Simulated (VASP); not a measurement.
Crystal: EuO.

```
CELL_PARAMETERS angstrom
0.00000 2.57195 2.57195
2.57195 0.00000 2.57195
2.57195 2.57195 0.00000
ATOMIC_POSITIONS crystal
Eu 0.50000 0.50000 0.50000
O 0.00000 0.00000 0.00000
```

The cell was built by a generator and isn't the measured one.

Base run:

| Property | Result |
| --- | --- |
| Program | VASP 6.6.1 |
| Functional | r2SCAN |
| Potentials or basis | VASP PAW PBE potentials, release 64 (Eu, O) |
| Cutoff | 520 eV |
| k mesh | 6 × 6 × 6 |
| Occupations | gaussian, width 0.05 eV |
| Spin | collinear spin, random start |
| Starting moments | [4.49, 0.0] μB |
| Hubbard terms | Eu f U = 4 eV |

Its results: band gap on the k mesh none (metal or under the smearing width); pressure -2.0 GPa; net moment 7.00 μB per cell; site moments Eu +6.62; O -0.11 μB.

Task: The run is repeated on the same cell with these changes: hubbard terms from Eu f U = 4 eV to Eu f U = 5 eV; moments at the start from [4.49, 0.0] to [7.4, 0.0]. What comes out?

Result: Band gap on the k mesh none (metal or under the smearing width); pressure -1.2 GPa; net moment 7.00 μB per cell; site moments Eu +6.64; O -0.11 μB.

Caveats: the PAW data sets were made with another functional, which shifts forces and pressure a little; spin-orbit coupling is left out, which moves the levels of the heavy elements; a cell with one magnetic atom can't hold antiferromagnetic order, which such compounds often take.
